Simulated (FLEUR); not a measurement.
## Fe under changes of volume

One of the cells (11.435 Å³/atom); the others are scaled copies at fixed shape and fractional positions:

```
Fe
1.0
     0.00000    1.94174    1.96511
     1.49844    0.00000    1.96511
     1.49844    1.94174    0.00000
Fe
1
Direct
  0.00000 0.00000 0.00000
```

* Program: FLEUR MaX-R8.1 (later development tree)
* Functional: PBEsol
* Potentials or basis: all-electron
* Basis: FLAPW
* Kmax: 4.67 1/bohr
* k mesh: 13 × 13 × 13
* Occupations: fermi-dirac, width 0.05 eV
* Spin: collinear spin, ferromagnetic start
* Starting moments: [3.0] μB

| volume (Å³/atom) | energy over the lowest point (meV/atom) | moment (μB per cell) |
| --- | --- | --- |
| 10.749 | 0.00 | 2.06 |
| 10.978 | ? | ? |
| 11.207 | 8.96 | 2.14 |
| 11.435 | 21.80 | 2.18 |
| 11.664 | 39.02 | 2.23 |
| 11.893 | 59.74 | 2.28 |
| 12.121 | 83.81 | 2.32 |

Task: What does the run at 10.978 Å³/atom give?

Result: Energy over the lowest point 1.38 meV/atom; moment 2.10 μB per cell.

Worked out: A Birch-Murnaghan fit of order 3 (a polynomial in V^(-2/3)) to the other rows has its minimum at 10.81 Å³/atom with B0 = V·E''(V) = 227 GPa and B' = 6.6 at fixed shape and positions, which overstates the stiffness. It gives 1.43 meV/atom at 10.978 Å³/atom, against the run's 1.38. A straight line through the other rows of the moment, of slope 0.192 μB per Å³/atom, gives 2.10 μB, against the run's 2.10.

Energies are extrapolated to zero smearing.
